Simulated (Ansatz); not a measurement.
# Piezoelectric tensor of BeS

The calculation used Ansatz 0.2.0, DFT PBE, scalar-relativistic, plane waves, PAW. Cutoff 420 eV, 8×8×8 k-points (Γ-centred), fixed occupations. No spin polarisation.

Relaxed structure:
```xyz
2
Lattice="0.0000 2.4380 2.4380 2.4380 0.0000 2.4380 2.4380 2.4380 0.0000" Properties=species:S:1:pos:R:3 pbc="T T T"
Be    1.2190    1.2190    1.2190
S     2.4380    2.4380    2.4380
```

The cell has the zinc blende type, in a space group that the Crystallography Open Database lists for this formula; it was reached from a generator's guess.

Question: Give the relaxed-ion proper piezoelectric stress tensor e_iJ (C/m², Voigt columns xx yy zz yz xz xy).

Answer:
```
x    0.000  0.000  0.000 -0.233  0.000  0.000
y    0.000  0.000  0.000  0.000 -0.233  0.000
z    0.000  0.000  0.000  0.000  0.000 -0.233
```
Signs follow the orientation of the cell as given.

Question: With the elastic constants (GPa, Voigt order)
```
157.4  60.8  60.8   0.0   0.0   0.0
 60.8 157.4  60.8   0.0   0.0   0.0
 60.8  60.8 157.4   0.0   0.0   0.0
  0.0   0.0   0.0  82.4   0.0   0.0
  0.0   0.0   0.0   0.0  82.4   0.0
  0.0   0.0   0.0   0.0   0.0  82.4
```
find the strain coefficients d = e·C⁻¹ (pC/N).

Answer:
```
x    0.00  0.00  0.00 -2.83  0.00  0.00
y    0.00  0.00  0.00  0.00 -2.83  0.00
z    0.00  0.00  0.00  0.00  0.00 -2.83
```
